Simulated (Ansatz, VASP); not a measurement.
# One calculation of MgS, two programs

File INCAR:

```
PREC = Accurate ; ENCUT = 520
EDIFF = 1E-6 ; ISMEAR = -1
SIGMA = 0.01 ; LREAL = False
LASPH = True ; NELM = 100
ALGO = Normal ; ISIF = 2
LWAVE = False ; LCHARG = False
GGA = PE ; NBANDS = 11
```

The input KPOINTS:

```
regular mesh
0
Gamma
  8 8 8
```

POSCAR

```
MgS
1.0
    0.0000000000      2.6016500000      2.6536830000
    2.6016500000      0.0000000000      2.6536830000
    2.6016500000      2.6016500000      0.0000000000
Mg S
1 1
Direct
    0.0000000000      0.0000000000      0.0000000000
    0.5000000000      0.5000000000      0.5000000000
```

Input for Ansatz:

```yaml
crystal:
  lattice:
    - [0.0, 2.60165, 2.653683]
    - [2.60165, 0.0, 2.653683]
    - [2.60165, 2.60165, 0.0]
  atoms:
    - { symbol: Mg, position: [0.0, 0.0, 0.0] }
    - { symbol: S, position: [0.5, 0.5, 0.5] }
kpoints:
  mp_grid: { grid: [8, 8, 8] }
  band_path:
    path:
      - [0.0, 0.0, 0.0]
      - [0.0, 0.5, 0.5]
      - [0.25, 0.75, 0.5]
      - [0.0, 0.5, 0.0]
      - [0.0, 0.0, 0.0]
      - [0.5, 0.5, 0.0]
      - [0.3701460977, 0.6298539023, 0.0]
      - [-0.3701460977, 0.3701460977, 0.0]
      - [0.0, 0.0, 0.0]
    npoints: 5
scf:
  occupations: { method: fermi_dirac, width: 0.01 }
hamiltonian:
  xc: pbe
  pseudopotentials: { kind: all_electron, lapw: { basis_error: 0.00025 } }
output:
  forces: true
  stress: true
  eigenvalues: true
```

Change from the starting cell: zz strain of +2 %.

Alike in both runs: task single point; functional PBE; k mesh 8 × 8 × 8; occupations fermi-dirac, width 0.01 eV; no spin polarisation.

|  | VASP | Ansatz |
| --- | --- | --- |
| version | VASP 6.6.1 | Ansatz 0.2.0 |
| potentials or method | VASP PAW PBE potentials, release 64 (Mg, S) | all-electron LAPW, scalar-relativistic |
| plane-wave cutoff (eV) | 520 | see its input |

```csv
,VASP,Ansatz,Ansatz less VASP
gap on the k mesh at the Fermi level (eV),2.65,2.66,+0.012
pressure (GPa),-0.6,-0.3,+0.28
largest component of the traceless stress (GPa),1.20,1.22,+0.014
```

Ansatz ran all-electron here, so the differences hold the error of VASP's frozen core and of both bases.

A k mesh can miss the band edges.
